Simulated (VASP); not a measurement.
# Mg₈S₇: nudged elastic band

Mg₈S₇, defect, 15 atoms in the cell. PBE, nudged elastic band; PAW potentials S, Mg (PBE set).

Path: a S atom hops into a neighbouring S vacancy; Moving images: 1; Charge of the cell: 2.

## Input

INCAR.step1:
```
ALGO = Normal
EDIFF = 1E-6
EDIFFG = -0.02
ENCUT = 300
IBRION = 2
ISIF = 2
ISMEAR = 0
ISYM = 0
KPAR = 8
LASPH = True
LCHARG = False
LREAL = False
LWAVE = False
NELECT = 56.0
NELM = 100
NSW = 100
POTIM = 0.5
PREC = Normal
SIGMA = 0.05
```

INCAR.step3, as INCAR.step1 but for:
```
- EDIFFG = -0.02
- IBRION = 2
- ISIF = 2
- POTIM = 0.5
+ EDIFFG = -0.05
+ IBRION = 1
+ IMAGES = 1
+ POTIM = 0.3
+ SPRING = -5
```

KPOINTS:
```
k-points
0
Gamma
  4 4 4
```

00/POSCAR:
```
Mg8S7
1.0
   -6.0519336102      3.4940854990      6.4322941800
    6.0519336102     -3.4940854990      6.4322941800
    2.0173112034      3.4940854990     -6.4322941800
S Mg
7 8
Direct
    0.1202363638      0.2798423909      0.5000101009
    0.1093620394      0.7797653007      0.0167164877
    0.5926502711      0.2630623416      0.9832981583
    0.5367984060      0.3633939676      0.4999997122
    0.0128629817      0.8542397127      0.4999866328
    0.0185252853      0.3525907254      0.9875291333
    0.5309897691      0.8650647005      0.0124510773
    0.8589950933      0.6440140245      0.5000107384
    0.3501921721      0.1731061922      0.5000045927
    0.2997944794      0.6615021567      0.9458753922
    0.8539186897      0.2156274271      0.0541371698
    0.3636958642      0.5264183730      0.4999978574
    0.9237785923      0.0861493568      0.4999917151
    0.9178667423      0.5880388363      0.0138174974
    0.4040405093      0.0742250863      0.9861737344
```

01/POSCAR:
```
Mg8S7
1.0
   -6.0519336102      3.4940854990      6.4322941800
    6.0519336102     -3.4940854990      6.4322941800
    2.0173112034      3.4940854990     -6.4322941800
S Mg
7 8
Direct
    0.1138196780      0.2695609409      0.5016782396
    0.1084005765      0.7612921666      0.0061892580
    0.6020878871      0.2550628814      0.9935741352
    0.5764095820      0.5485309021      0.4976964462
    0.0198841596      0.8499021820      0.5013451857
    0.0067461333      0.3302331260      0.9777394182
    0.5289605371      0.8524458126      0.0221514207
    0.8543389154      0.6473249918      0.5000528338
    0.3107636305      0.1300225414      0.4999730543
    0.3167593537      0.6501283670      0.9809727682
    0.8359088714      0.1691975827      0.0192295166
    0.3542731673      0.5539580477      0.5000590784
    0.9199018141      0.0792314406      0.4992502361
    0.9403589287      0.5827590899      0.0353787953
    0.4050940243      0.0473905197      0.9647096137
```

02/POSCAR:
```
Mg8S7
1.0
   -6.0519336102      3.4940854990      6.4322941800
    6.0519336102     -3.4940854990      6.4322941800
    2.0173112034      3.4940854990     -6.4322941800
S Mg
7 8
Direct
    0.1078384136      0.2590206138      0.4999997155
    0.0970351308      0.7407474554     -0.0124709269
    0.6095091335      0.2532119850      1.0124510240
    0.5986841665      0.7350852155      0.4999866450
    0.0242868248      0.8424585727      0.5000100982
    0.0075068187      0.3148725038      0.9832982020
    0.5242097521      0.8315843066      0.0167165421
    0.8305937821      0.6460007972      0.4999916917
    0.2708627984      0.0859180772      0.4999977878
    0.3324832780      0.6400889651      1.0138175003
    0.8186695369      0.1262627392     -0.0138262568
    0.3884584939      0.5812173481      0.5000107971
    0.9175506500      0.0724143962      0.5000046134
    0.9600718704      0.5761408939      0.0541371767
    0.4059466093      0.0220167224      0.9458753899
```

POSCAR.step1:
```
Mg8S7
1.0
   -6.0519336102      3.4940854990      6.4322941800
    6.0519336102     -3.4940854990      6.4322941800
    2.0173112034      3.4940854990     -6.4322941800
S Mg
7 8
Direct
    0.1062887417      0.2729554084      0.5000000000
    0.1062887417      0.7729554084      0.0000000000
    0.6062887417      0.2729554084      0.0000000000
    0.5229554084      0.3562887416      0.5000000000
    0.0229554084      0.8562887416      0.5000000000
    0.0229554084      0.3562887417      0.0000000000
    0.5229554083      0.8562887417      0.0000000000
    0.8312107584      0.6645440917      0.5000000000
    0.3312107584      0.1645440917      0.5000000000
    0.3312107584      0.6645440917      0.0000000000
    0.8312107584      0.1645440917      0.0000000000
    0.4145440917      0.5812107584      0.5000000000
    0.9145440917      0.0812107584      0.5000000000
    0.9145440917      0.5812107584      0.0000000000
    0.4145440917      0.0812107584      0.0000000000
```

POSCAR.step2:
```
Mg8S7
1.0
   -6.0519336102      3.4940854990      6.4322941800
    6.0519336102     -3.4940854990      6.4322941800
    2.0173112034      3.4940854990     -6.4322941800
S Mg
7 8
Direct
    0.1062887417      0.2729554084      0.5000000000
    0.1062887417      0.7729554084      0.0000000000
    0.6062887417      0.2729554084      0.0000000000
    0.6062887417      0.7729554084      0.5000000000
    0.0229554084      0.8562887416      0.5000000000
    0.0229554084      0.3562887417      0.0000000000
    0.5229554083      0.8562887417      0.0000000000
    0.8312107584      0.6645440917      0.5000000000
    0.3312107584      0.1645440917      0.5000000000
    0.3312107584      0.6645440917      0.0000000000
    0.8312107584      0.1645440917      0.0000000000
    0.4145440917      0.5812107584      0.5000000000
    0.9145440917      0.0812107584      0.5000000000
    0.9145440917      0.5812107584      0.0000000000
    0.4145440917      0.0812107584      0.0000000000
```

Commands (each step's output is kept before the next begins):
```
cat potpaw_PBE.64/S/POTCAR potpaw_PBE.64/Mg/POTCAR > POTCAR
cp INCAR.step1 INCAR
cp POSCAR.step1 POSCAR
mpirun -np 8 vasp_std > vasp.out
cp POSCAR.step2 POSCAR
mpirun -np 8 vasp_std > vasp.out
# 00 and 02 hold the relaxed ends, the second shifted as a whole so that the mean position stays; the images between are interpolated (pair-distance (IDPP))
cp INCAR.step3 INCAR
mpirun -np 8 vasp_std > vasp.out
```

## Result

- Barrier (eV): 1.239
- Barrier of the reverse step (eV): 1.239
- Energy of the second end over the first (eV): 0.000
- Top of the path (share of its length): 0.56
- Length of the path (Å): 4.92
- Steps of the band: 29
- Ionic steps, all stages: 71
- Electronic steps, all stages: 618

Energy along the relaxed band:

| Image | Distance along the path (Å) | Energy above the first end (eV) | Slope along the path (eV/Å) | Largest force across the path (eV/Å) |
|---|---|---|---|---|
| 0 | 0.000 | 0.000 | relaxed end |  |
| 1 | 2.461 | 1.151 | 0.582 | 0.049 |
| 2 | 4.922 | 0.000 | relaxed end |  |

The cell is SMg (16 atoms) with one S atom missing.

No image sits on the top: the highest one reads 1.151 eV, and the cubic through energies and slopes puts the barrier at 1.239 eV.

The two ends have the same energy within 0.01 eV.

Limits: the cell holds 15 atoms, so the vacancy or interstitial meets its own images and the barrier isn't that of a lone defect; the cell is charged against a uniform background; the barrier compares two equally charged cells; a single image in the middle can't show two humps with a dip between them, and says nothing of the springs.

VASP 6.6.1 took 1413 s on 8 cores (Intel Xeon Platinum 8375C @ 2.90GHz (Ice Lake)), a shared host.
